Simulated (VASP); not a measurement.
Given:

```yaml
crystal:
  lattice:
    - [0.00000, 3.05641, 3.05641]
    - [3.05641, 0.00000, 3.05641]
    - [3.05641, 3.05641, 0.00000]
  atoms:
    - { symbol: Li, position: [0.00000, 0.00000, 0.00000] }
    - { symbol: I, position: [0.50000, 0.50000, 0.50000] }
```

The numbers are results of r2SCAN meta-GGA, VASP's PBE PAW potentials (set 64) (plane waves; VASP 6.6.1), not measurements. Run with 520 eV cut-off, 8×8×8 Γ-centred mesh, Gaussian smearing of 0.050 eV, potentials Li_sv I.

Give the stress tensor in GPa (positive for a compressed cell).

```
-1.08   0.00   0.00
 0.00  -1.08   0.00
 0.00   0.00  -1.08
```
The pressure is its mean diagonal, -1.08 GPa.

The compound is LiI in the rock salt structure. This cell is one point of a volume scan, at 1.06 of the reference volume.
